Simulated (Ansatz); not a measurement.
**Zn in Ansatz: the effect of functional**

The system is Zn.

```
CELL_PARAMETERS angstrom
-1.54783 1.54783 1.54783
1.54783 -1.54783 1.54783
1.54783 1.54783 -1.54783
ATOMIC_POSITIONS crystal
Zn 0.00000 0.00000 0.00000
```

This isn't the form of Zn at room conditions, which is hcp.

The cell isn't the ideal one: volume scaled by 0.96.

Alike in all runs:

```yaml
Program: Ansatz 0.2.0
Task: single point
Potentials_or_basis: Ansatz PAW
k_mesh: 12 × 12 × 12
Occupations: fermi-dirac, width 0.05 eV
Spin: no spin polarisation
```

Q: One run gave: pressure -6.2 GPa. Which functional did it use?
A. PBEsol
B. r2SCAN
C. LDA

A: C.

| functional | cutoff | pressure (GPa) |
| --- | --- | --- |
| LDA | 420 eV (not typed: the program's choice for these potentials) | -6.2 |
| PBEsol | 420 eV (not typed: the program's choice for these potentials) | -2.9 |
| r2SCAN | 500 eV (not typed: the program's choice for these potentials) | -2.5 |

Caveats: the PAW data sets come from PBE, with cores solved anew for the run's functional, which leaves a small shift of forces and pressure.
